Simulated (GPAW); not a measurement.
# InP (F-43m) in GPAW: settings compared

One crystal, InP, is run at these levels: RPBE, PBE+D3(BJ)+ATM, TPSS, BLYP+D3, rSCAN; tasks: phonons, piezoelectric tensor, equation of state, band structure.

Program: GPAW 26.7.0. These are calculated values, not measurements. Logs are shortened: lines on timing, memory, paths and dates and some standing lists are left out, and cuts for length are marked. The log counts tension as positive stress, the text compression.

**Experimental background.**

From a printed reference work, data compilation, for a bulk crystal of InP at 1.6 K: band gap 1.4236 eV (direct).

The runs below are set against these values where they give the same quantity.

### 1 Starting point

The structure is cubic, space group F-43m (No. 216). The conventional cell has a = 5.861 Å, b = 5.861 Å, c = 5.861 Å, α = 90.00°, β = 90.00°, γ = 90.00°. In (site symmetry -43m) has 4 P at 2.54 Å as nearest neighbours. P (site symmetry -43m) is surrounded by 4 In at 2.54 Å.

### 2 Phonons, RPBE

run.py

```python
import json
import numpy as np
from ase import Atoms
from ase.constraints import FixSymmetry
from ase.io import write
from ase.optimize import BFGS
from phonopy import Phonopy
from phonopy.structure.atoms import PhonopyAtoms
from gpaw import GPAW

atoms = Atoms(['In', 'P'],
              cell=[[0.0, 2.9305, 2.9305],
                    [2.9305, 0.0, 2.9305],
                    [2.9305, 2.9305, 0.0]],
              scaled_positions=[[0.0, 0.0, 0.0],
                                [0.75, 0.75, 0.75]],
              pbc=True)

calc = GPAW(mode='lcao',
            h=0.16,
            basis='dzp',
            xc='RPBE',
            kpts={'size': (8, 8, 8), 'gamma': True},
            occupations={'name': 'fermi-dirac', 'width': 0.05},
            convergence={'density': 1e-06},
            maxiter=150,
            txt='gpaw.txt')
atoms.calc = calc
atoms.set_constraint(FixSymmetry(atoms))
BFGS(atoms, trajectory='relax.traj', logfile='-').run(fmax=0.005, steps=40)
atoms.set_constraint()
energy = atoms.get_potential_energy()
forces = atoms.get_forces()
calc.write('gs.gpw')
write('result.traj', atoms)
print('Cell:', atoms.cell.cellpar().round(4))
print(atoms.get_scaled_positions().round(5))

def force_constants(scale):
    unit = PhonopyAtoms(symbols=atoms.get_chemical_symbols(), cell=atoms.cell[:] * scale**(1 / 3),
                        scaled_positions=atoms.get_scaled_positions())
    ph = Phonopy(unit, supercell_matrix=np.diag([1, 1, 1]), primitive_matrix=np.eye(3), symprec=1e-4)
    ph.generate_displacements(distance=0.01)
    forces = []
    for i, sc in enumerate(ph.supercells_with_displacements):
        a = Atoms(sc.symbols, cell=sc.cell, scaled_positions=sc.scaled_positions, pbc=True)
        c = GPAW(mode='lcao',
                 h=0.16,
                 basis='dzp',
                 xc='RPBE',
                 kpts={'size': (8, 8, 8), 'gamma': True},
                 occupations={'name': 'fermi-dirac', 'width': 0.05},
                 convergence={'density': 1e-06},
                 maxiter=150,
                 txt=f'disp-{scale:.3f}-{i:02d}.txt')
        a.calc = c
        f = a.get_forces()
        forces.append(f - f.mean(axis=0))
        print(f'displacement {i}: drift', f.mean(axis=0).round(5), flush=True)
    ph.forces = forces
    ph.produce_force_constants()
    ph.symmetrize_force_constants()
    return ph

qpoints = [[0.0, 0.0, 0.0]]
results = {}
for scale in [1.0]:
    ph = force_constants(scale)
    ph.run_qpoints(qpoints)
    nu = ph.qpoints.frequencies * 33.35641  # THz to cm^-1
    results[f'{scale:.3f}'] = nu.tolist()
    for qp, f in zip(qpoints, nu):
        print(scale, np.round(qp, 4), f.round(2))
json.dump(results, open('phonons.json', 'w'))
```

Potentials or basis: the program's PAW data sets (release 1.2.1) made for this functional, lcao:dzp.

On the command line:

```console
OMP_NUM_THREADS=1 python run.py
```

gpaw.txt:

```text
__  _  _
 | _ |_)|_||  |
 |__||  | ||/\| - 26.7.0

Input parameters:
  mode=LCAO(),
  basis={'default': 'dzp'},
  convergence={'density': 1e-06},
  h=0.16,
  kpts=MonkhorstPack(size=(8, 8, 8), gamma=True),
  maxiter=150,
  occupations=Occupations(name='fermi-dirac', width=0.05),
  xc=XC(name='RPBE')

                     P

       In

Atoms  # Å, Bohr magnetons
|   | symbol |        x |        y |        z |    initial magnetic moments |
|---|--------|----------|----------|----------|-----------------------------|
| 0 |     In | 0.000000 | 0.000000 | 0.000000 | ( 0.0000,  0.0000,  0.0000) |
| 1 |      P | 4.395750 | 4.395750 | 4.395750 | ( 0.0000,  0.0000,  0.0000) |

Unit cell  # Å
| periodic |        x |        y |        z |  lengths |    angles |
|----------|----------|----------|----------|----------|-----------|
|      yes | 0.000000 | 2.930500 | 2.930500 | 4.144353 | 60.000000 |
|      yes | 2.930500 | 0.000000 | 2.930500 | 4.144353 | 60.000000 |
|      yes | 2.930500 | 2.930500 | 0.000000 | 4.144353 | 60.000000 |

Number of symmetries: 24
Symmetry operations  # r_c * U_cc + t_c -> r_c
|    | kind |            matrix            |
|----|------|------------------------------|
|  0 |  E   |  1, 0, 0,  0, 1, 0,  0, 0, 1 |
|  1 |  σ   |  1, 0, 0,  0, 0, 1,  0, 1, 0 |
|  2 |  σ   |  1, 0,-1,  0, 1,-1,  0, 0,-1 |
|  3 |  C3  |  1, 0,-1,  0, 0,-1,  0, 1,-1 |
|  4 |  C3  |  1,-1, 0,  0,-1, 1,  0,-1, 0 |
|  5 |  σ   |  1,-1, 0,  0,-1, 0,  0,-1, 1 |
|  6 |  σ   |  0, 1, 0,  1, 0, 0,  0, 0, 1 |
|  7 |  C3  |  0, 1, 0,  0, 0, 1,  1, 0, 0 |
|  8 |  C2  |  0, 1,-1,  1, 0,-1,  0, 0,-1 |
|  9 |  S4  |  0, 1,-1,  0, 0,-1,  1, 0,-1 |
| 10 |  C3  |  0, 0, 1,  1, 0, 0,  0, 1, 0 |
| 11 |  σ   |  0, 0, 1,  0, 1, 0,  1, 0, 0 |
| 12 |  S4  |  0, 0,-1,  1, 0,-1,  0, 1,-1 |
| 13 |  C3  |  0, 0,-1,  0, 1,-1,  1, 0,-1 |
| 14 |  S4  |  0,-1, 1,  1,-1, 0,  0,-1, 0 |
| 15 |  C2  |  0,-1, 1,  0,-1, 0,  1,-1, 0 |
| 16 |  C3  |  0,-1, 0,  1,-1, 0,  0,-1, 1 |
| 17 |  S4  |  0,-1, 0,  0,-1, 1,  1,-1, 0 |
| 18 |  S4  | -1, 1, 0, -1, 0, 1, -1, 0, 0 |
| 19 |  C3  | -1, 1, 0, -1, 0, 0, -1, 0, 1 |
| 20 |  C3  | -1, 0, 1, -1, 1, 0, -1, 0, 0 |
| 21 |  S4  | -1, 0, 1, -1, 0, 0, -1, 1, 0 |
| 22 |  σ   | -1, 0, 0, -1, 1, 0, -1, 0, 1 |
| 23 |  C2  | -1, 0, 0, -1, 0, 1, -1, 1, 0 |

BZ-sampling:
  Number of BZ points: 512
  Number of IBZ points: 29

  Monkhorst-Pack size: [8, 8, 8]
  Monkhorst-Pack shift: [0.0625, 0.0625, 0.0625]

K-points  # in reciprocal-cell coordinates
|     |                                coordinates |     weight |
|-----|--------------------------------------------|------------|
|   0 | (  0.00000000,   0.00000000,   0.00000000) | 0.00195312 |
|   1 | (  0.12500000,   0.12500000,   0.00000000) | 0.01171875 |
|   2 | (  0.12500000,   0.12500000,   0.12500000) | 0.01562500 |
|   3 | (  0.25000000,   0.12500000,   0.12500000) | 0.02343750 |
|   4 | (  0.25000000,   0.25000000,   0.00000000) | 0.01171875 |
|   5 | (  0.25000000,   0.25000000,   0.12500000) | 0.04687500 |
|   6 | (  0.25000000,   0.25000000,   0.25000000) | 0.01562500 |
|   7 | (  0.37500000,   0.25000000,  -0.37500000) | 0.04687500 |
|   8 | (  0.37500000,   0.25000000,   0.12500000) | 0.04687500 |
|   9 | (  0.37500000,   0.25000000,   0.25000000) | 0.04687500 |
| ... |                                            |            |
|  28 | (  0.50000000,   0.50000000,   0.50000000) | 0.00781250 |

basis functions: 36
Spin-components: 1 (collinear spins)
Bands:           13
Projectors:      11
Spin-degeneracy: 2
Datatype:        <class 'complex'>

Parallelization:
  kpt:    1
  domain: 1
  band:   1

Density:
  Valence electrons: 18.0
  Components: 1
  Grid points: [20 20 20]
  Charge: 0.0  # |e|

Potential:
  Grid points: [20 20 20]

species:
  In:
    name:    Indium
    Z:       49.0
    valence: 13
    core:    36
    charge:  0.0  # [|e|]
    compensation charges:
      type: gauss
      rc: 0.36  # [Å]
      lmax: 2
    cutoffs:
      filter: 2.09  # [Å]
      core: 2.48  # [Å]
    projectors
    | kind |    occ | energy [eV] | rcut [Å] |
    |------|--------|-------------|----------|
    |   5s |  2.000 |      -8.122 |    1.185 |
    |   5p |  1.000 |      -2.465 |    1.244 |
    |   4d | 10.000 |     -18.638 |    1.148 |
    |    s |        |      19.089 |    1.185 |
    |    p |        |      24.746 |    1.244 |
    |    d |        |       8.573 |    1.148 |

    LCAO basis set for In:
      Name: dzp
      File: <dir>
      Number of radial functions: 7
      Number of spherical harmonics: 23
        l=0, rc=7.7188 Bohr: 5s-sz confined orbital
        l=1, rc=10.7500 Bohr: 5p-sz confined orbital
        l=2, rc=4.4219 Bohr: 4d-sz confined orbital
        l=0, rc=4.5312 Bohr: 5s-dz split-valence wave
        l=1, rc=6.4688 Bohr: 5p-dz split-valence wave
        l=2, rc=2.7344 Bohr: 4d-dz split-valence wave
        l=2, rc=10.7500 Bohr: d-type Gaussian polarization
      Number of RI-basis functions 0

  P:
    name:    Phosphorus
    Z:       15.0
    valence: 5
    core:    10
    charge:  0.0  # [|e|]
    compensation charges:
      type: gauss
      rc: 0.30  # [Å]
[... 94 lines left out ...]
| 19 |  C3  | -1, 1, 0, -1, 0, 0, -1, 0, 1 |
| 20 |  C3  | -1, 0, 1, -1, 1, 0, -1, 0, 0 |
| 21 |  S4  | -1, 0, 1, -1, 0, 0, -1, 1, 0 |
| 22 |  σ   | -1, 0, 0, -1, 1, 0, -1, 0, 1 |
| 23 |  C2  | -1, 0, 0, -1, 0, 1, -1, 1, 0 |

BZ-sampling:
  Number of BZ points: 512
  Number of IBZ points: 29

  Monkhorst-Pack size: [8, 8, 8]
  Monkhorst-Pack shift: [0.0625, 0.0625, 0.0625]

K-points  # in reciprocal-cell coordinates
|     |                                coordinates |     weight |
|-----|--------------------------------------------|------------|
|   0 | (  0.00000000,   0.00000000,   0.00000000) | 0.00195312 |
|   1 | (  0.12500000,   0.12500000,   0.00000000) | 0.01171875 |
|   2 | (  0.12500000,   0.12500000,   0.12500000) | 0.01562500 |
|   3 | (  0.25000000,   0.12500000,   0.12500000) | 0.02343750 |
|   4 | (  0.25000000,   0.25000000,   0.00000000) | 0.01171875 |
|   5 | (  0.25000000,   0.25000000,   0.12500000) | 0.04687500 |
|   6 | (  0.25000000,   0.25000000,   0.25000000) | 0.01562500 |
|   7 | (  0.37500000,   0.25000000,  -0.37500000) | 0.04687500 |
|   8 | (  0.37500000,   0.25000000,   0.12500000) | 0.04687500 |
|   9 | (  0.37500000,   0.25000000,   0.25000000) | 0.04687500 |
| ... |                                            |            |
|  28 | (  0.50000000,   0.50000000,   0.50000000) | 0.00781250 |

basis functions: 36
Spin-components: 1 (collinear spins)
Bands:           13
Projectors:      11
Spin-degeneracy: 2
Datatype:        <class 'complex'>

Parallelization:
  kpt:    1
  domain: 1
  band:   1

Density:
  Valence electrons: 18.0
  Components: 1
  Grid points: [20 20 20]
  Charge: 0.0  # |e|

Potential:
  Grid points: [20 20 20]

species:
  In:
    name:    Indium
    Z:       49.0
    valence: 13
    core:    36
    charge:  0.0  # [|e|]
    compensation charges:
      type: gauss
      rc: 0.36  # [Å]
      lmax: 2
    cutoffs:
      filter: 2.09  # [Å]
      core: 2.48  # [Å]
    projectors
    | kind |    occ | energy [eV] | rcut [Å] |
    |------|--------|-------------|----------|
    |   5s |  2.000 |      -8.122 |    1.185 |
    |   5p |  1.000 |      -2.465 |    1.244 |
    |   4d | 10.000 |     -18.638 |    1.148 |
    |    s |        |      19.089 |    1.185 |
    |    p |        |      24.746 |    1.244 |
    |    d |        |       8.573 |    1.148 |

    LCAO basis set for In:
      Name: dzp
      File: <dir>
      Number of radial functions: 7
      Number of spherical harmonics: 23
        l=0, rc=7.7188 Bohr: 5s-sz confined orbital
        l=1, rc=10.7500 Bohr: 5p-sz confined orbital
        l=2, rc=4.4219 Bohr: 4d-sz confined orbital
        l=0, rc=4.5312 Bohr: 5s-dz split-valence wave
        l=1, rc=6.4688 Bohr: 5p-dz split-valence wave
        l=2, rc=2.7344 Bohr: 4d-dz split-valence wave
        l=2, rc=10.7500 Bohr: d-type Gaussian polarization
      Number of RI-basis functions 0

  P:
    name:    Phosphorus
    Z:       15.0
    valence: 5
    core:    10
    charge:  0.0  # [|e|]
    compensation charges:
      type: gauss
      rc: 0.30  # [Å]
      lmax: 2
    cutoffs:
      filter: 1.69  # [Å]
      core: 1.81  # [Å]
    projectors
    | kind |    occ | energy [eV] | rcut [Å] |
    |------|--------|-------------|----------|
    |   3s |  2.000 |     -13.955 |    0.953 |
    |   3p |  3.000 |      -5.495 |    0.953 |
    |    s |        |      13.257 |    0.953 |
    |    p |        |      21.717 |    0.953 |
    |    d |        |       0.000 |    0.953 |

    LCAO basis set for P:
      Name: dzp
      File: <dir>
      Number of radial functions: 5
      Number of spherical harmonics: 13
        l=0, rc=6.0938 Bohr: 3s-sz confined orbital
        l=1, rc=7.7031 Bohr: 3p-sz confined orbital
        l=0, rc=3.4375 Bohr: 3s-dz split-valence wave
        l=1, rc=4.4688 Bohr: 3p-dz split-valence wave
        l=2, rc=7.7031 Bohr: d-type Gaussian polarization
      Number of RI-basis functions 0

Reference energy: -169290.707259  # eV

eigensolver:
  <gpaw.new.lcao.eigensolver.LCAOEigensolver object>
density mixing:
  MSR1-Mixer
  Pratt-step length: 0.05
  Maximum mixing coefficient: 0.75
  Old densities: 10
  SVD Regularization: 0.005
  Good broyden scale: 1.0
  Trust region scale: 1.0
  Backstep threshold: 4.0
  History deletion threshold: 6.0
  Fourier metric: weight=20.0, sigma=0.015

occupation numbers:
  Fermi-Dirac:
    width: 0.0500  # eV

FastPoissonSolver using
    Stencil: 12*3+1=37 point O(h^6) finite-difference Laplacian
    FFT axes: [np.int64(0), np.int64(1), np.int64(2)]
    FST axes: []

xc functional:
  name: RPBE with 2 nearest neighbor stencil
interpolation: tri-quintic # 5. degree polynomial

convergence criteria:
- Maximum integral of absolute [dens]ity change: 1e-06 electrons / valence electron
- Maximum [total energy] change in last 3 cyles: 0.0005 eV / valence electron
- Maximum integral of absolute [eigenst]ate change: 4e-08 eV^2 / valence electron
maximum number of iterations: 150

SCF iterations
|iter     | |      energy | eigst |  dens |
|---------|-|-------------|-------|-------|
|iter:   1| |   -7.638082 |      c|       |
|iter:   2| |   -7.578259 |      c| -1.21 |
|iter:   3| |   -7.379956 |      c| -1.24 |
|iter:   4| |   -7.382140 |      c| -1.82 |
|iter:   5| |   -7.382389c|      c| -2.24 |
|iter:   6| |   -7.382397c|      c| -3.56 |
|iter:   7| |   -7.382399c|      c| -3.95 |
|iter:   8| |   -7.382399c|      c| -5.03 |
|iter:   9| |   -7.382399c|      c| -5.61 |
|iter:  10| |   -7.382399c|      c| -7.16c|

Converged in 10 steps
Energy contributions relative to reference atoms: (reference = -169290.707259)

Energy contributions:
  Kinetic:          19.959445
  Coulomb:         -17.588782
  Zero:              0.100719
  External:          0.000000
  Xc:               -9.853780
  Entropy:          -0.000001
  Spinorbit:         0.000000
  ----------------------------
  Free energy:      -7.382399
  Extrapolated:     -7.382399

dipole moment: (-16.852711, -16.852711, -16.852711)  # |e|*Ang

Fermi level: 5.495
Eigenvalues  # (at kpt = [0.000, 0.000, 0.000])
| band index |      eig [eV] | occ [0-2] |
|------------|---------------|-----------|
|          0 |        -9.237 |     2.000 |
|          1 |        -9.237 |     2.000 |
|          2 |        -9.235 |     2.000 |
|          3 |        -9.086 |     2.000 |
|          4 |        -9.086 |     2.000 |
|          5 |        -6.476 |     2.000 |
|          6 |         5.025 |     2.000 |
|          7 |         5.025 |     2.000 |
|          8 |         5.025 |     2.000 |
|          9 |         5.903 |     0.001 |
|         10 |         9.270 |     0.000 |
|         11 |         9.271 |     0.000 |
|         12 |         9.271 |     0.000 |

Gap: 0.878 eV
Transition (v -> c):
  (s=0, k=0, n=8, [0.00, 0.00, 0.00]) -> (s=0, k=0, n=9, [0.00, 0.00, 0.00])
No difference between direct/indirect transitions

Forces  # eV/Ang
|       x |        y |       z |
|---------|----------|---------|
| 0.00000 |  0.00000 | 0.00000 |  # In   0
| 0.00000 | -0.00000 | 0.00000 |  # P    1

# Writing to gs.gpw (mode='')
```

Wall time 18 min (1 thread of Arm Neoverse V1, shared host); peak memory 0.33 GiB.

What came out:

- Free energy: -7.3824 eV
- Band gap on the k mesh: 0.88 eV, direct
- Highest phonon frequency at Γ, LO-TO splitting left out: 315 cm⁻¹

Final structure:
```
In P
1.0
     0.00000    2.93050    2.93050
     2.93050    0.00000    2.93050
     2.93050    2.93050    0.00000
In P
1 1
Direct
  0.00000 0.00000 0.00000
  0.75000 0.75000 0.75000
```

Levels at points of the mesh, in eV from the valence-band top:
| k point | band 6 | band 7 | band 8 | band 9 | band 10 | band 11 | band 12 | band 13 |
| --- | --- | --- | --- | --- | --- | --- | --- | --- |
| (0.00, 0.00, 0.00) | -11.50 | 0.00 | 0.00 | 0.00 | 0.88 | 4.25 | 4.25 | 4.25 |
| (0.50, 0.50, 0.00) | -9.13 | -5.72 | -2.30 | -2.30 | 1.89 | 2.46 | 9.76 | 9.93 |
| (0.50, 0.50, 0.50) | -9.78 | -5.70 | -0.96 | -0.96 | 1.65 | 5.10 | 5.10 | 7.88 |

Phonon frequencies in cm⁻¹ (negative: imaginary):
| q point | frequencies |
| --- | --- |
| (0.000, 0.000, 0.000) | 0 0 0 315 315 315 |

Caveat: the LO-TO splitting is left out; spin-orbit coupling is left out, which moves the levels of the heavy elements; the basis of atomic orbitals isn't converged, which shifts pressures, moduli and gaps.

[end of part 1 of 2]
